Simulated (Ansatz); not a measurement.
## Au under changes of volume

One of the cells (16.855 Å³/atom); the others are scaled copies at fixed shape and fractional positions:

```
Au
1.0
     0.00000    2.03500    2.03500
     2.03500    0.00000    2.03500
     2.03500    2.03500    0.00000
Au
1
Cartesian
  0.0000 0.0000 0.0000
```

| Property | Result |
| --- | --- |
| Program | Ansatz 0.2.0 |
| Functional | r2SCANh |
| Potentials or basis | Ansatz PAW |
| Cutoff | 500 eV (not typed: the program's choice for these potentials) |
| k mesh | 6 × 6 × 6 |
| Occupations | fermi-dirac, width 0.05 eV |
| Spin | no spin polarisation |

| volume (Å³/atom) | energy over the lowest point (meV/atom) | pressure (GPa) |
| --- | --- | --- |
| 15.843 | ? | ? |
| 16.181 | 66.71 | 16.6 |
| 16.518 | 36.97 | 11.8 |
| 16.855 | 16.66 | 7.6 |
| 17.192 | 4.68 | 3.9 |
| 17.529 | 0.00 | 0.7 |
| 17.866 | 1.62 | -2.2 |

What does the run at 15.843 Å³/atom give?

Energy over the lowest point 107.12 meV/atom; pressure 22.0 GPa.

Worked out: A Birch-Murnaghan fit of order 3 (a polynomial in V^(-2/3)) to the other rows has its minimum at 17.60 Å³/atom with B0 = V·E''(V) = 153 GPa and B' = 6.0. It gives 107.44 meV/atom at 15.843 Å³/atom, against the run's 107.12, and -dE/dV = 22.1 GPa, against 22.0.

Energies are extrapolated to zero smearing.

Caveats: all runs use coarse meshes; the PAW data sets come from PBE, with cores solved anew for the run's functional, which leaves a small shift of forces and pressure; the thresholds are loose for stress.
